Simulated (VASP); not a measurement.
# Pb (Fm-3m) in VASP: further runs

Runs on Pb. Level: PBE. Tasks: single point, relaxation of cell and atoms.

Program: VASP 6.6.1. These are calculated values, not measurements. Logs are shortened: lines on timing, memory, paths and dates and some standing lists are left out, and cuts for length are marked.

## (1) Starting point

It takes space group Fm-3m (No. 225, cubic). The conventional cell has a = 4.950 Å, b = 4.950 Å, c = 4.950 Å, α = 90.00°, β = 90.00°, γ = 90.00°. Pb (site symmetry m-3m) has 12 Pb at 3.50 Å as nearest neighbours.

## (2) Single point, PBE

INCAR

```
  PREC = Accurate
  ENCUT = 520
  EDIFF = 1E-7
  ISMEAR = 0
  SIGMA = 0.012
  LREAL = False
  LASPH = True
  NELM = 100
  ALGO = Normal
  ISIF = 2
  LWAVE = False
  LCHARG = True
  GGA = PE
  LELF = True
  LVHAR = True
```

KPOINTS

```
regular mesh
0
Gamma
  9 9 9
```

POSCAR

```
Pb
1.0
    0.0000000000      2.4750200000      2.4750200000
    2.4750200000      0.0000000000      2.4750200000
    2.4750200000      2.4750200000      0.0000000000
Pb
1
Direct
    0.0000000000      0.0000000000      0.0000000000
```

Potentials or basis: VASP PAW PBE potentials, release 64 (Pb_d).

Started as:

```bash
$ cat potpaw_PBE.64/Pb_d/POTCAR > POTCAR
$ mpirun -np 1 vasp_std > vasp.out
```

OUTCAR:

```text
PREC = Accurate
   ENCUT = 520
   EDIFF = 1E-7
   ISMEAR = 0
   LREAL = False
   LASPH = True
   NELM = 100
   ISIF = 2
   GGA = PE

 ion  position               nearest neighbor table
   1  0.000  0.000  0.000-

  LATTYP: Found a face centered cubic cell.
 ALAT       =     4.9500400000

  Lattice vectors:

 A1 = (   0.0000000000,   2.4750200000,   2.4750200000)
 A2 = (   2.4750200000,   0.0000000000,   2.4750200000)
 A3 = (   2.4750200000,   2.4750200000,   0.0000000000)

Analysis of symmetry for initial positions (statically):
=====================================================================
 Subroutine PRICEL returns:
 Original cell was already a primitive cell.

 Routine SETGRP: Setting up the symmetry group for a
 face centered cubic supercell.

 Subroutine GETGRP returns: Found 48 space group operations
 (whereof 48 operations were pure point group operations)
 out of a pool of 48 trial point group operations.

The static configuration has the point symmetry O_h .

Analysis of symmetry for dynamics (positions and initial velocities):
=====================================================================
 Subroutine PRICEL returns:
 Original cell was already a primitive cell.

 Routine SETGRP: Setting up the symmetry group for a
 face centered cubic supercell.

 Subroutine GETGRP returns: Found 48 space group operations
 (whereof 48 operations were pure point group operations)
 out of a pool of 48 trial point group operations.

The dynamic configuration has the point symmetry O_h .

 Subroutine INISYM returns: Found 48 space group operations
 (whereof 48 operations are pure point group operations),
 and found     1 'primitive' translations

----------------------------------------------------------------------------------------

                                     Primitive cell

  volume of cell :      30.3226

  direct lattice vectors                    reciprocal lattice vectors
     0.000000000  2.475020000  2.475020000    -0.202018570  0.202018570  0.202018570
     2.475020000  0.000000000  2.475020000     0.202018570 -0.202018570  0.202018570
     2.475020000  2.475020000  0.000000000     0.202018570  0.202018570 -0.202018570

  length of vectors
     3.500206851  3.500206851  3.500206851     0.349906427  0.349906427  0.349906427

  position of ions in fractional coordinates (direct lattice)
     0.000000000  0.000000000  0.000000000

  ion indices of the primitive-cell ions
   primitive index   ion index
                 1           1

----------------------------------------------------------------------------------------

 KPOINTS: regular mesh

Automatic generation of k-mesh.
 Grid dimensions read from file:
 generate k-points for:    9    9    9

 Generating k-lattice:

  Cartesian coordinates                     Fractional coordinates (reciprocal lattice)
    -0.022446508  0.022446508  0.022446508     0.111111111  0.000000000  0.000000000
     0.022446508 -0.022446508  0.022446508     0.000000000  0.111111111  0.000000000
     0.022446508  0.022446508 -0.022446508     0.000000000  0.000000000  0.111111111

  Length of vectors
     0.038878492  0.038878492  0.038878492

  Shift w.r.t. Gamma in fractional coordinates (k-lattice)
     0.000000000  0.000000000  0.000000000

 Subroutine IBZKPT returns following result:
 ===========================================

 Found     35 irreducible k-points:

 Following reciprocal coordinates:
            Coordinates               Weight
  0.000000  0.000000  0.000000      1.000000
  0.111111  0.000000  0.000000      8.000000
  0.222222  0.000000  0.000000      8.000000
  0.333333  0.000000  0.000000      8.000000
  0.444444  0.000000  0.000000      8.000000
  0.111111  0.111111  0.000000      6.000000
[... 16 lines left out ...]
 -0.333333  0.333333  0.000000     12.000000
  0.444444  0.444444  0.000000      6.000000
 [... further k-points ...]
   k-points           NKPTS =     35   k-points in BZ     NKDIM =     35   number of bands    NBANDS=     11
   number of dos      NEDOS =    301   number of ions     NIONS =      1
   total plane-waves  NPLWV =  21952
   dimension x,y,z NGX =    28 NGY =   28 NGZ =   28
   dimension x,y,z NGXF=    56 NGYF=   56 NGZF=   56
   ions per type =               1
   NGX,Y,Z   is equivalent  to a cutoff of  13.30, 13.30, 13.30 a.u.
   NGXF,Y,Z  is equivalent  to a cutoff of  26.60, 26.60, 26.60 a.u.
 SYSTEM =  unknown system
   PREC   = accura    normal or accurate (medium, high low for compatibility)
   ISTART =      0    job   : 0-new  1-cont  2-samecut
   ICHARG =      2    charge: 1-file 2-atom 10-const
   ISPIN  =      1    spin polarized calculation?
   LNONCOLLINEAR =      F non collinear calculations
   LSORBIT =      F    spin-orbit coupling
   LASPH  =      T    aspherical Exc in radial PAW
   ENCUT  =  520.0 eV  38.22 Ry    6.18 a.u.   6.51  6.51  6.51*2*pi/ulx,y,z
   NELM   =    100;   NELMIN=  2; NELMDL= -5     # of ELM steps
   EDIFF  = 0.1E-06   stopping-criterion for ELM
   LREAL  =      F    real-space projection
   EDIFFG = 0.1E-05   stopping-criterion for IOM
   NSW    =      0    number of steps for IOM
   IBRION =     -1    ionic relax: 0-MD 1-quasi-New 2-CG
   NFREE  =      0    steps in history (QN), initial steepest desc. (CG)
   ISIF   =      2    stress and relaxation
   ISYM   =      2    0-nonsym 1-usesym 2-fastsym
   POTIM  = 0.5000    time-step for ionic-motion
   TEBEG  =    0.0;   TEEND  =   0.0 temperature during run
   PSTRESS=    0.0 pullay stress
   NELECT =      14.0000    total number of electrons
   NUPDOWN=      -1.0000    fix difference up-down
   EMIN   =  10.00;   EMAX   =-10.00  energy-range for DOS
   EFERMI =   0.00;   METHOD = LEGACY
   ISMEAR =     0;   SIGMA  =   0.01  broadening in eV -4-tet -1-fermi 0-gaus
   EFERMI_NEDOS =   21; number of points for ismear=-14 and -15
   IALGO  =     38    algorithm
   IMIX   =      4    mixing-type and parameters
     AMIX     =   0.40;   BMIX     =  1.00
     AMIX_MAG =   1.60;   BMIX_MAG =  1.00
  volume/ion in A,a.u.               =      30.32       204.63
  Fermi-wavevector in a.u.,A,eV,Ry     =   1.265306  2.391081 21.782907  1.600999
  Thomas-Fermi vector in A             =   2.398566
   LORBIT       =      0    0 simple, 1 ext, 2 COOP (PROOUT), +10 PAW based schemes
   GGA     = PE    functional components
   LHFCALC =     F    Hartree Fock is set to
   AEXX    =    0.0000 exact exchange contribution
   IVDW    =     0    specifies the selected vdW correction
   LEPSILON=     F    determine dielectric tensor
   LRPA    =     F    only Hartree local field effects (RPA)
 non-spin polarized calculation
 Gauss-broadening in eV      SIGMA  =   0.01
  energy-cutoff  :      520.00
  volume of cell :       30.32
 maximum number of plane-waves:       869
 NGX is ok and might be reduce to    28
   NGX = 13   NGY = 13   NGZ = 13

 number of electron      13.9999999 magnetization

 Free energy of the ion-electron system (eV)
  ---------------------------------------------------
  ext. energy  EPLUGINS =         0.00000000
  ---------------------------------------------------
  free energy    TOTEN  =        -3.56808577 eV

  energy without entropy =       -3.56786410  energy(sigma->0) =       -3.56797494

 E-fermi :   7.1455     XC(G=0): -10.1860

 val. band max:        6.9152880825   @ k =  -0.3333   0.3333   0.1111
 cond. band min:       7.1463423861   @ k =  -0.2222   0.3333   0.1111
 fundamental gap:      0.2310543036
 Fermi energy:         7.1454545418

 k-point     1 :       0.0000    0.0000    0.0000
  band No.  band energies     occupation
      1      -9.7945      2.00000
      2      -9.7945      2.00000
      3      -9.7945      2.00000
      4      -9.6544      2.00000
      5      -9.6544      2.00000
      6      -4.4738      2.00000
      7      14.6989      0.00000
      8      14.6989      0.00000
      9      14.6989      0.00000
     10      17.0445      0.00000
     11      18.6199      0.00000

 k-point     2 :       0.1111    0.0000    0.0000
  band No.  band energies     occupation
      1      -9.7950      2.00000
      2      -9.7780      2.00000
      3      -9.7780      2.00000
      4      -9.6544      2.00000
      5      -9.6544      2.00000
      6      -4.2360      2.00000
      7      12.3296      0.00000
      8      14.4167      0.00000
      9      14.4167      0.00000
     10      16.6520      0.00000
     11      19.5951      0.00000

 k-point     3 :       0.2222    0.0000    0.0000
  band No.  band energies     occupation
      1      -9.8002      2.00000
      2      -9.7585      2.00000
      3      -9.7585      2.00000
      4      -9.6317      2.00000
      5      -9.6317      2.00000
      6      -3.5244      2.00000
      7       8.8628      0.00000
      8      13.8173      0.00000
      9      13.8173      0.00000
     10      16.3081      0.00000
     11      19.1405      0.00000

 k-point     4 :       0.3333    0.0000    0.0000
  band No.  band energies     occupation
      1      -9.8115      2.00000
      2      -9.7681      2.00000
      3      -9.7681      2.00000
      4      -9.5729      2.00000
      5      -9.5729      2.00000
      6      -2.3828      2.00000
      7       5.7473      2.00000
      8      13.2446      0.00000
      9      13.2446      0.00000
     10      16.2137      0.00000
     11      17.8420      0.00000
[... 239 lines left out ...]
 k-point    22 :      -0.4444    0.3333    0.0000
  band No.  band energies     occupation
      1      -9.8858      2.00000
      2      -9.7839      2.00000
      3      -9.5945      2.00000
      4      -9.5740      2.00000
      5      -9.5139      2.00000
      6       0.2594      2.00000
      7       4.8449      2.00000
      8       6.8336      2.00000
      9      10.1595      0.00000
     10      13.7025      0.00000
     11      17.9154      0.00000

 k-point    23 :      -0.3333    0.3333    0.0000
  band No.  band energies     occupation
      1      -9.8493      2.00000
      2      -9.6916      2.00000
      3      -9.6448      2.00000
      4      -9.6223      2.00000
      5      -9.5581      2.00000
      6       0.1131      2.00000
      7       5.4671      2.00000
      8       5.7369      2.00000
      9      10.9410      0.00000
     10      14.1950      0.00000
     11      21.0316      0.00000

 k-point    24 :       0.4444    0.4444    0.0000
  band No.  band energies     occupation
      1      -9.9528      2.00000
      2      -9.8610      2.00000
      3      -9.5346      2.00000
      4      -9.4958      2.00000
      5      -9.4958      2.00000
      6       0.1218      2.00000
      7       4.5682      2.00000
      8       9.4311      0.00000
      9       9.4311      0.00000
     10      12.7575      0.00000
     11      13.9743      0.00000

 [... further k-points ...]

------------------------ aborting loop because EDIFF is reached ----------------------------------------

  FORCE on cell =-STRESS in cart. coord.  units (eV):
  Direction    XX          YY          ZZ          XY          YZ          ZX
  --------------------------------------------------------------------------------------
  -------------------------------------------------------------------------------------
  Total        0.4124987      0.4124987      0.4124987     -0.0000000      0.0000000      0.0000000
  in kB       21.7955103     21.7955103     21.7955103     -0.0000000      0.0000000      0.0000000
  external PRESSURE =      21.7955103 kB  Pullay stress =       0.0000000 kB

 VOLUME and BASIS-vectors are now :
 -----------------------------------------------------------------------------
  energy-cutoff  :      520.00
  volume of cell :       30.32
      direct lattice vectors                 reciprocal lattice vectors
     0.000000000  2.475020000  2.475020000    -0.202018570  0.202018570  0.202018570
     2.475020000  0.000000000  2.475020000     0.202018570 -0.202018570  0.202018570
     2.475020000  2.475020000  0.000000000     0.202018570  0.202018570 -0.202018570

 POSITION                                       TOTAL-FORCE (eV/Angst)
 -----------------------------------------------------------------------------------
      0.00000      0.00000      0.00000         0.000000      0.000000      0.000000
 -----------------------------------------------------------------------------------
    total drift:                               -0.000000     -0.000000     -0.000000

  FREE ENERGIE OF THE ION-ELECTRON SYSTEM (eV)
  ---------------------------------------------------
  free  energy   TOTEN  =        -3.5680857739 eV

  energy  without entropy=       -3.5678641010  energy(sigma->0) =       -3.56797494
```

It took 9.1 s on 1 thread of Intel Xeon Platinum 8488C (Sapphire Rapids), shared host; peak memory 0.15 GiB.

Results:

```
Free energy            : -3.5681 eV
Pressure               : 2.2 GPa
Band gap on the k mesh : none (metal or under the smearing width)
```

(Part 1 of 2 ends here.)
